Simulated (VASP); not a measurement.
Crystal: NaF (Villiaumite).

```
Na F
1.0
     0.00000    2.32000    2.32000
     2.32000    0.00000    2.32000
     2.32000    2.32000    0.00000
Na F
1 1
Direct
  0.00000 0.00000 0.00000
  0.50000 0.50000 0.50000
```

Base run:

* Program: VASP 6.6.1
* Functional: TB-mBJ
* Potentials or basis: VASP PAW PBE potentials, release 64 (Na_pv, F)
* Cutoff: 520 eV
* k mesh: 10 × 10 × 10
* Occupations: gaussian, width 0.02 eV
* Spin: no spin polarisation

Its results: band gap on the k mesh 11.05 eV, direct.

Q: The run is repeated on the same cell with these changes: functional from TB-mBJ to LDA; potentials or basis from VASP PAW PBE potentials, release 64 (Na_pv, F) to VASP PAW LDA potentials, release 64 (Na_pv, F). What comes out?

A: Band gap on the k mesh 5.94 eV, direct.

Not every run made on this cell is shown here.
